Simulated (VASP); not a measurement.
Crystal: Hf2N.

```xyz
3
Lattice="3.0802 0.0000 0.0000 -1.5401 2.6675 0.0000 0.0000 0.0000 5.8821" Properties=species:S:1:pos:R:3 pbc="T T T"
Hf    0.0000    0.0000    4.3965
Hf    0.0000    0.0000    1.4856
N     1.5401    0.8892    2.9411
```

The cell was built by a generator and needn't be a form met in nature.

```yaml
Program: VASP 6.6.1
Task: relaxation of cell and atoms
Functional: RPBE
Dispersion: D3(BJ)
Potentials_or_basis: VASP PAW PBE potentials, release 64 (Hf_pv, N)
Cutoff: 600 eV
k_mesh: 10 × 10 × 5
Occupations: fermi-dirac, width 0.05 eV
Spin: no spin polarisation
```

At the start: pressure -25.4 GPa; volume 16.11 Å³/atom.

Question: How do energy, volume and symmetry change on relaxing?

Answer: Over 17 steps the energy falls by 235.6 meV/atom and the volume is 13.51 Å³/atom (-16.2 %); space group P-6m2 (No. 187, to 0.05 Å).

The path:
```tsv
step	energy change (eV)	largest force (eV/Å)	pressure (GPa)	volume (Å³)
1	0.0000	0.1697	-25.39	48.33
2	1.5233	7.9143	88.06	32.58
3	-0.5882	1.7554	-2.86	42.21
4	-0.5919	1.9124	-0.91	41.84
5	-0.6734	1.0614	0.43	40.01
6	-0.7009	0.0162	-0.27	40.61
7	-0.7049	0.0092	0.59	40.39
8	-0.7067	0.0087	0.27	40.47
9	-0.7067	0.0248	-0.28	40.57
10	-0.7067	0.0168	0.00	40.52
11	-0.7067	0.0176	0.02	40.52
12	-0.7067	0.0211	-0.15	40.54
13	-0.7067	0.0177	-0.06	40.53
14	-0.7067	0.0169	-0.07	40.52
15	-0.7067	0.0172	-0.04	40.52
16	-0.7067	0.0123	0.02	40.53
17	-0.7067	0.0005	-0.02	40.52
```

Final structure:
```
CELL_PARAMETERS angstrom
2.91776 0.00000 0.00000
-1.45888 2.52685 0.00000
0.00000 0.00000 5.49648
ATOMIC_POSITIONS crystal
Hf 0.00000 0.00000 0.75690
Hf 0.00000 0.00000 0.24310
N 0.66667 0.33333 0.50000
```

Caveat: the volume moved by over 15 % at a fixed basis, so the end points are rough; the PAW data sets were made with another functional, which shifts forces and pressure a little.
